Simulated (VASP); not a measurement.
# Settings for BaTiO₃: vacuum levels of a slab or layer

BaTiO₃, slab, 10 atoms in the cell. PBE; PAW potentials Ba_sv, Ti_sv, O (PBE set). VASP 6.6.1.

Wanted: face levels within 0.04 eV; energy within 2 meV/atom; forces within 0.02 eV/Å.

Crystal: BaTiO3, Amm2; Face: (0 0 1); Atomic planes: 4; Dipole correction: yes.

Face levels: vacuum level at each face, counted from the Fermi level.

POSCAR:
```
BaTiO3
1.0
    3.9812508838      0.0000000000      0.0000000000
    0.0000000000      5.8037389794      0.0000000000
    0.0000000000      0.0000000000     19.3743279760
Ba Ti O
2 2 6
Direct
    0.0000000000      0.1320250000      0.3940937440
    0.0000000000      0.6320250000      0.5451793592
    0.5000000000      0.6320250000      0.3993414490
    0.5000000000      0.1320250000      0.5504270642
    0.5000000000      0.8730112841      0.4618041835
    0.5000000000      0.3910387159      0.4618041835
    0.0000000000      0.6320250000      0.3871102012
    0.5000000000      0.3730112841      0.6128897988
    0.5000000000      0.8910387159      0.6128897988
    0.0000000000      0.1320250000      0.5381958165
```

The series start from vacuum (Å): 15; correction: LDIPOL, IDIPOL 3, DIPOL, AMIN 0.01; k spacing (1/Å): 0.3; Cutoff ENCUT (eV): 525; SCF threshold EDIFF (eV): 1e-6; PREC: Accurate; LREAL: .FALSE.; ALGO: Normal. Each series keeps the choices made before it, and each single choice may use up half of a tolerance.

## Vacuum (Å)

| Vacuum (Å) | Face levels, largest deviation (eV) | Energy less reference (meV/atom) | Forces, largest deviation (eV/Å) | SCF iterations | Time (s) |
|---|---|---|---|---|---|
| 6 | 1.079 | 12.0 | 0.156 | 26 | 57 |
| 8 | 0.362 | 2.9 | 0.028 | 26 | 67 |
| 10 | 0.111 | 0.7 | 0.005 | 32 | 96 |
| 12 | 0.030 | 0.3 | 0.001 | 35 | 122 |
| 15 | 0.009 | 0.1 | 0.001 | 37 | 143 |
| 20 | 0.000 | 0.1 | 0.001 | 44 | 233 |
| 25 (reference) | 0.000 | 0.0 | 0.000 | 49 | 314 |

Chosen: 15, the loosest value from which every tighter one stays within half of the tolerance.

## Correction

| Correction | Face levels, largest deviation (eV) | Energy less reference (meV/atom) | Forces, largest deviation (eV/Å) | SCF iterations | Time (s) |
|---|---|---|---|---|---|
| LDIPOL, IDIPOL 3, DIPOL, AMIN 0.01 | 0.000 | 0.0 | 0.000 | 37 | 143 |
| LDIPOL, default AMIN | 0.000 | 0.0 | 0.002 | 38 | 165 |
| LDIPOL, no DIPOL | no result | no result | no result | 150 | 682 |
| IDIPOL 3 alone (energy only) | 2.907 | 11.5 | 0.066 | 28 | 120 |
| kernel truncation, coarsened | 0.110 | -0.2 | 0.001 | 33 | 158 |
| kernel truncation, full padding | 0.007 | -0.2 | 0.002 | 37 | 176 |

Chosen: LDIPOL, IDIPOL 3, DIPOL, AMIN 0.01; no other choice that stays within half of the tolerance saves 30 % of the time.

## k spacing (1/Å)

| k spacing (1/Å) | Face levels, largest deviation (eV) | Energy less reference (meV/atom) | Forces, largest deviation (eV/Å) | SCF iterations | Time (s) |
|---|---|---|---|---|---|
| 0.6 | 0.071 | -4.4 | 0.122 | 39 | 53 |
| 0.45 | 0.094 | -1.0 | 0.042 | 38 | 111 |
| 0.3 | 0.011 | 0.4 | 0.012 | 37 | 143 |
| 0.22 | 0.021 | 0.2 | 0.011 | 37 | 190 |
| 0.16 | 0.003 | 0.1 | 0.003 | 36 | 292 |
| 0.12 (reference) | 0.000 | 0.0 | 0.000 | 37 | 532 |

Chosen: 0.16.

## Cutoff ENCUT (eV)

| Cutoff ENCUT (eV) | Face levels, largest deviation (eV) | Energy less reference (meV/atom) | Forces, largest deviation (eV/Å) | SCF iterations | Time (s) |
|---|---|---|---|---|---|
| 320 | 0.055 | -48.2 | 0.042 | 37 | 101 |
| 400 | 0.011 | -4.7 | 0.019 | 38 | 156 |
| 460 | 0.006 | 1.7 | 0.013 | 36 | 180 |
| 525 | 0.006 | 3.1 | 0.014 | 36 | 292 |
| 600 | 0.006 | 1.9 | 0.009 | 37 | 289 |
| 725 (reference) | 0.000 | 0.0 | 0.000 | 36 | 462 |

Chosen: 725; the next looser run is off by more than half of the tolerance, so convergence isn't shown beyond this value.

The choices weren't compared together with a run at all the tightest settings, so their joint error isn't shown.

## The input

INCAR:
```
PREC = Accurate
ENCUT = 725
EDIFF = 1E-6
ISMEAR = 0
SIGMA = 0.1
LREAL = F
LASPH = T
ALGO = Normal
NELM = 150
LWAVE = F
LCHARG = F
GGA = PE
KPAR = 4
LVHAR = T
LVACPOTAV = T
LDIPOL = T
IDIPOL = 3
DIPOL = 0.5 0.5 0.5
AMIN = 0.01
```

KPOINTS:
```
Automatic mesh
0
Gamma
  10 7 1
  0 0 0
```

Commands:
```
cat potpaw_PBE.64/Ba_sv/POTCAR potpaw_PBE.64/Ti_sv/POTCAR potpaw_PBE.64/O/POTCAR > POTCAR
mpirun -np 4 vasp_std > vasp.out
```

The chosen input took VASP 6.6.1 462 s on 4 cores (Intel Xeon 6975P-C (Granite Rapids)), a shared host.

## An input that fails: vacuum far too thin for the dipole correction (3 A)

It runs to its end, but against the unchanged starting input it is off by 4.100 eV in the face levels, 45.8 meV/atom in the energy, 1.811 eV/Å in the forces.

Vacuum (Å): 15 becomes 3.
